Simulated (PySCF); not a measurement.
Geometries of 2 isomers of C4H10O, from PySCF, PBE0-D3(BJ)/def2-SVP geometry optimisation, gas phase. One conformer each, no zero-point energy, no frequencies.

Question: Which isomer lies lower at this level?
A.
```xyz
15
angstrom
C      0.166   -1.362   -0.451
C     -0.090   -0.018    0.228
C     -0.890    0.906   -0.688
C      1.222    0.636    0.636
O     -0.799   -0.222    1.440
H      0.754   -1.247   -1.374
H      0.710   -2.032    0.231
H     -0.786   -1.849   -0.721
H     -1.098    1.857   -0.177
H     -0.349    1.120   -1.622
H     -1.854    0.445   -0.960
H      1.847    0.855   -0.243
H      1.783   -0.028    1.311
H      1.023    1.576    1.172
H     -1.639   -0.638    1.219
```
B.
```xyz
15
angstrom
C      2.000   -0.241    0.068
C      0.564   -0.699   -0.116
C     -0.458    0.385    0.188
C     -1.887   -0.114    0.050
O     -0.204    1.455   -0.697
H      2.714   -1.035   -0.201
H      2.197    0.046    1.114
H      2.205    0.635   -0.563
H      0.403   -1.029   -1.157
H      0.350   -1.570    0.527
H     -0.299    0.716    1.238
H     -2.092   -0.943    0.745
H     -2.610    0.689    0.270
H     -2.070   -0.465   -0.977
H     -0.813    2.169   -0.487
```

Answer: A. That is `CC(C)(C)O`, 2.7 kcal/mol below the other.

| SMILES | atoms numbered as above | E (Eh) | relative (kcal/mol) | relative (kJ/mol) | dipole (D) |
| --- | --- | --- | --- | --- | --- |
| CC(C)(C)O | [CH3:1][C:2]([CH3:3])([CH3:4])[OH:5] | -233.23647 | 0.0 | 0.0 | 1.49 |
| CC[C@H](C)O | [CH3:1][CH2:2][C@H:3]([CH3:4])[OH:5] | -233.23219 | 2.7 | 11.2 | 1.50 |
